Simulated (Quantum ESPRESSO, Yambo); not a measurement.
# SiC (F-43m): G0W0 with Yambo, start to end, part 2 of 3

Wanted: ground state, empty states, screening and self-energy for SiC (F-43m).

Quantum ESPRESSO 7.5 and Yambo 5.3.0; PBE and many-body steps on it, plane waves. Known limits of the many-body steps: not at the basis limit.

So far. Step 2 (Ground state): The gap is indirect, with the least direct gap 3.19 eV higher. Step 3 (Bands along the symmetry lines): The gap is 1.361 eV, as in the run before at this level.

## 4. Empty states on the mesh, 8×8×8 mesh, 248 bands

Level of this step: DFT, PBE, plane waves, norm-conserving pseudopotentials (Quantum ESPRESSO).

The sums over transitions need many empty states on a uniform mesh; this step solves for them.

Contents of pw.in:

```
&control
  calculation = 'nscf'
  prefix = 'x'
  outdir = 'o'
  pseudo_dir = 'pseudo'
/
&system
  ibrav = 0
  nat = 2
  ntyp = 2
  ecutwfc = 74.0
  nbnd = 248
  force_symmorphic = .true.
/
&electrons
  conv_thr = 1e-9
  electron_maxstep = 80
  diago_full_acc = .true.
  diago_thr_init = 5e-6
/
ATOMIC_SPECIES
  Si 28.085 Si.upf
  C 12.011 C.upf
CELL_PARAMETERS angstrom
  -0.0000000000 2.1790000000 2.1790000000
  2.1790000000 -0.0000000000 2.1790000000
  2.1790000000 2.1790000000 -0.0000000000
ATOMIC_POSITIONS crystal
  Si 0.0000000000 0.0000000000 0.0000000000
  C 0.2500000000 0.2500000000 0.2500000000
K_POINTS automatic
  8 8 8 0 0 0
```

Started as:

```console
$ OMP_NUM_THREADS=1 mpirun -n 8 pw.x -nk 4 -in pw.in > pw.out
```

Output:

```text
[banner, memory and clock lines left out]
Program PWSCF v.7.5 starts

     Atomic positions and unit cell read from directory:
     o/x.save/

     Message from routine setup:
     using ibrav=0 with symmetry is DISCOURAGED, use correct ibrav instead

     bravais-lattice index     =            0
     lattice parameter (alat)  =       5.8233  a.u.
     unit-cell volume          =     139.6363 (a.u.)^3
     number of atoms/cell      =            2
     number of atomic types    =            2
     number of electrons       =         8.00
     number of Kohn-Sham states=          248
     kinetic-energy cutoff     =      74.0000  Ry
     charge density cutoff     =     296.0000  Ry
     Exchange-correlation= PBE
                           (   1   4   3   4   0   0   0)

     celldm(1)=   5.823326  celldm(2)=   0.000000  celldm(3)=   0.000000
     celldm(4)=   0.000000  celldm(5)=   0.000000  celldm(6)=   0.000000

     crystal axes: (cart. coord. in units of alat)
               a(1) = (  -0.000000   0.707107   0.707107 )
               a(2) = (   0.707107  -0.000000   0.707107 )
               a(3) = (   0.707107   0.707107  -0.000000 )

     reciprocal axes: (cart. coord. in units 2 pi/alat)
               b(1) = ( -0.707107  0.707107  0.707107 )
               b(2) = (  0.707107 -0.707107  0.707107 )
               b(3) = (  0.707107  0.707107 -0.707107 )
     Pseudo is Norm-conserving + core correction, Zval =  4.0
     Generated using ONCVPSP code by D. R. Hamann
     Using radial grid of 1510 points,  6 beta functions with:
     Pseudo is Norm-conserving + core correction, Zval =  4.0
     Generated using ONCVPSP code by D. R. Hamann
     Using radial grid of 1248 points,  4 beta functions with:
     Si                4.00    28.08500     Si( 1.00)
     C                 4.00    12.01100     C ( 1.00)

     24 Sym. Ops. (no inversion) found

   Cartesian axes

     site n.     atom                  positions (alat units)
         1        Si     tau(   1) = (   0.0000000   0.0000000   0.0000000  )
         2        C      tau(   2) = (   0.3535534   0.3535534   0.3535534  )

     number of k points=    29
                       cart. coord. in units 2pi/alat
        k(    1) = (   0.0000000   0.0000000   0.0000000), wk =   0.0039062
        k(    2) = (   0.0883883   0.0883883  -0.0883883), wk =   0.0312500
        k(    3) = (   0.1767767   0.1767767  -0.1767767), wk =   0.0312500
[...]
[... 17 further rows ...]
        k(   28) = (  -0.7071068   0.1767767  -0.0000000), wk =   0.0468750
        k(   29) = (  -0.7071068   0.3535534   0.0000000), wk =   0.0234375

     Dense  grid:    12039 G-vectors     FFT dimensions: (  32,  32,  32)

     The potential is recalculated from file :
     o/x.save/charge-density

     Starting wfcs are    8 randomized atomic wfcs +  240 random wfcs

     Band Structure Calculation

     End of band structure calculation

          k = 0.0000 0.0000 0.0000 (  1459 PWs)   bands (ev):

    -5.9135   9.4961   9.4961   9.4961  15.7194  16.8074  16.8074  16.8074
    24.0247  24.0247  25.9551  26.7794  26.7794  26.7794  33.0140  43.0988
    43.0988  43.0988  51.0830  51.0830  51.0830  52.3680  52.3680  57.2867
[...]
[... 19 further rows ...]
[...]
k = 0.0884 0.0884-0.0884 (  1468 PWs)   bands (ev):

[...]
[... 19 further rows ...]
[...]
k = 0.1768 0.1768-0.1768 (  1489 PWs)   bands (ev):

[...]
[... 19 further rows ...]
   279.1565 279.9506 280.0456 280.4693 280.4693 280.6495 282.6002 285.7851
   285.7851 288.4193 289.4049 289.4049 290.3079 290.3079 290.5114 291.0392

          k = 0.2652 0.2652-0.2652 (  1498 PWs)   bands (ev):

     [... further k-points ...]

     highest occupied, lowest unoccupied level (ev):     9.4961   10.8574

     XML data file, pseudopotentials, collected wavefunctions
```

Elapsed: 26 s, on 8 MPI ranks of Arm Neoverse V1, shared host; peak memory 0.53 GiB.

This step gave:

```yaml
gap: 1.361 eV
k_of_the_valence_top: 0, 0, 0
k_of_the_conduction_bottom: 0, -0.5, -0.5
least_direct_gap: 4.553 eV
k_points_computed: 29
lowest_point_of_the_top_converged_band_above_the_valence_top: 271.4251 eV
```

On this mesh the gap is 1.361 eV.

## 5. Conversion and set-up

This step: Yambo 5.3.0; conversion and set-up on PBE, plane waves, norm-conserving pseudopotentials.

The states are converted to the many-body program's format and the q mesh is built.

Started as:

```console
$ (cd o/x.save; p2y > p2y.log; mv SAVE ../..); yambo > setup.log
```

Output:

```text
 Yambo, version 5.3.0

 [02] CORE Variables Setup
 =========================

  [02.01] Unit cells
  ==================

  Cell kind             :  FCC
  Atoms in the cell     :  Si  C
  number of Si atoms    :  1
  number of C  atoms    :  1

  List of atomic masses
  Mass of Si    :  28.08500
  Mass of C     :  12.01100

  List of atomic coordinates    : [cc]
  Si1       :  0.000000  0.000000  0.000000  order 1
  C1       :  2.058857  2.058857  2.058857  order 2

  Alat factors          :  4.117713  4.117713  4.117713 [a.u.]
  Direct lattice volume :  139.6363 [a.u.]
  Direct lattice vectors:  A[ 1 ]  A[ 2 ]  A[ 3 ]
   A[ 1 ]: -0.000000  1.000000  1.000000  [iru]
  -0.000000  4.117713  4.117713  [cc]
   A[ 2 ]:  1.000000 -0.000000  1.000000  [iru]
   4.117713 -0.000000  4.117713  [cc]
   A[ 3 ]:  1.000000  1.000000 -0.000000  [iru]
   4.117713  4.117713 -0.000000  [cc]

  Recip. lattice volume :  1.776402 [a.u.]
  Recip. lattice vectors:  B[ 1 ]  B[ 2 ]  B[ 3 ]
   B[ 1 ]: -0.500000  0.500000  0.500000  [iku]
  -0.762946  0.762946  0.762946  [cc]
   B[ 2 ]:  0.500000 -0.500000  0.500000  [iku]
   0.762946 -0.762946  0.762946  [cc]
   B[ 3 ]:  0.500000  0.500000 -0.500000  [iku]
   0.762946  0.762946 -0.762946  [cc]

  [02.02] Symmetries
  ==================

  Inversion symmetry    : yes
  Spatial inversion     : no
  Inversion index       :  25
  K-space Time-reversal : yes
  Magnetic symmetries   : no
  Time-reversal derived K-space symmetries:   25   48
  Group table correct   : yes
  Symmetries units      :  [cc]

   [S  1]:   1.0000      0.53036E-18  0.53036E-18  0.53036E-18   1.0000     -0.53036E-18 -0.53036E-18 -0.53036E-18   1.0000
   [S  2]:  -1.0000     -0.53036E-18  0.53036E-18 -0.53036E-18  -1.0000     -0.53036E-18  0.53036E-18  0.53036E-18   1.0000
   [S  3]:  -1.0000      0.53036E-18 -0.53036E-18 -0.53036E-18   1.0000      0.53036E-18  0.53036E-18 -0.53036E-18  -1.0000
[...]
[S  9]:  0.53036E-18   1.0000      0.53036E-18 -0.53036E-18  0.53036E-18   1.0000       1.0000     -0.53036E-18 -0.53036E-18
   [S 10]:  0.53036E-18  -1.0000     -0.53036E-18 -0.53036E-18 -0.53036E-18  -1.0000       1.0000      0.53036E-18  0.53036E-18
     [... 36 further rows ...]
   [S*47]:   1.0000      0.53036E-18 -0.53036E-18  0.53036E-18 -0.53036E-18  -1.0000     -0.53036E-18   1.0000      0.53036E-18
   [S*48]:   1.0000     -0.53036E-18  0.53036E-18  0.53036E-18  0.53036E-18   1.0000     -0.53036E-18  -1.0000     -0.53036E-18

  [02.03] Reciprocal space
  ========================

  nG shells         :  171
  nG charge         :  12039
  nG WFs            :  2043
  nC WFs            :  1524
  G-vecs. in first 17 shells:  [ Number ]
     1    9   15   27   51   59   65   89  113
    137   169   181   229   259   283   307   331
  ...
  Shell energy in first 17 shells:  [ mHa ]
[...]
K [13]         [rlu]:  0.23594E-17  0.25000      0.25000
[...]
K [14]         [rlu]:  0.47690E-17  0.25000      0.37500
         WF components:  1502
  [... 14 further k-points ...]
  K [29]         [rlu]:  0.250000 -0.500000 -0.250000
         WF components:  1480

  [02.05] Energies & Occupations
  ==============================

  [X] === General ===
  [X] Electronic Temperature                        :  0.000000  0.000000 [eV K]
  [X] Bosonic    Temperature                        :  0.000000  0.000000 [eV K]
  [X] Finite Temperature mode                       : no
  [X] El. density                                   :  0.38662E+24 [cm-3]
  [X] Fermi Level                                   :  9.496070 [eV]

  [X] === Gaps and Widths ===
  [X] Conduction Band Min                           :  1.361356 [eV]
  [X] Valence Band Max                              :  0.000000 [eV]
  [X] Filled Bands                                  :   4
  [X] Empty Bands                                   :    5  248
  [X] Direct Gap                                    :  4.552961 [eV]
  [X] Direct Gap localized at k                     :  21
  [X] Indirect Gap                                  :  1.361356 [eV]
  [X] Indirect Gap between kpts                     :   1  21
  [X] Last valence band width                       :  4.691455 [eV]
  [X] 1st conduction band width                     :  5.721867 [eV]

  E @ K [ 1]:  [eV]
   -15.410     -0.41313E-11 -0.12568E-11   0.0000       6.2234       7.3113       7.3113       7.3113
  occ @ K [ 1]
[...]
E @ K [ 2]:  [eV]
[...]
occ @ K [ 2]
[...]
E @ K [ 3]:  [eV]
[...]
occ @ K [ 3]
[...]
E @ K [ 8]:  [eV]
[...]
occ @ K [ 8]
[...]
E @ K [ 9]:  [eV]
[...]
occ @ K [ 9]
[...]
E @ K [10]:  [eV]
[...]
occ @ K [10]
[...]
E @ K [11]:  [eV]
[...]
occ @ K [11]
[...]
E @ K [12]:  [eV]
[...]
occ @ K [12]
[...]
E @ K [13]:  [eV]
[...]
occ @ K [13]
[...]
E @ K [14]:  [eV]
[...]
occ @ K [14]
[...]
[... 14 further k-points ...]
  E @ K [29]:  [eV]
  -10.16196  -7.02712  -4.99241  -4.69145   5.21387   9.43879   9.45429   9.79476
  occ @ K [29]
   2.000000  2.000000  2.000000  2.000000  0.000000  0.000000  0.000000  0.000000

 [03] Transferred momenta grid and indexing
 ==========================================

 IBZ Q-points                                      :  29
 BZ  Q-points                                      :   512

 K/Q-points units:
 rlu = crystal or reduced units; cc = cartesian coordinates; iku = interal k-units

 Q [ 1]         [rlu]:  0.000000  0.000000  0.000000
 Q [ 2]         [rlu]: -0.43259E-17 -0.43259E-17  0.12500
 Q [ 3]         [rlu]: -0.86518E-17 -0.86518E-17  0.25000
[...]
Q [ 8]         [rlu]: -0.86518E-17  0.12500      0.37500
 Q [ 9]         [rlu]:  0.47861E-16  0.12500      0.50000
 Q [10]         [rlu]: -0.19076E-16  0.12500     -0.37500
     [... 17 further rows ...]
 Q [28]         [rlu]:  0.125000 -0.500000 -0.375000
 Q [29]         [rlu]:  0.250000 -0.500000 -0.250000

  [03.01] X indexes
  =================

   [03.01.01] Sigma indexes
   ========================

 [06] Game Over & Game summary
```

The job ended after 2.5 s (1 MPI rank; peak memory 0.24 GiB).

[end of part 2 of 3]

[Paths, hosts, dates, memory and timing lines, banners, echoed tables and standing remarks are left out of the program output.]

[Logs are printed without paths, hosts, clocks, repeated set-up lines and the standing remarks that a program may print on its own settings, such as how far it seeks lower states.]

[Runs of the session that timed out or met a known fault of the program may be left out.]

[Hosts, paths, dates, database ids (printed as entryN), source tags and the programs' standing remarks are cut or masked in the printed files.]
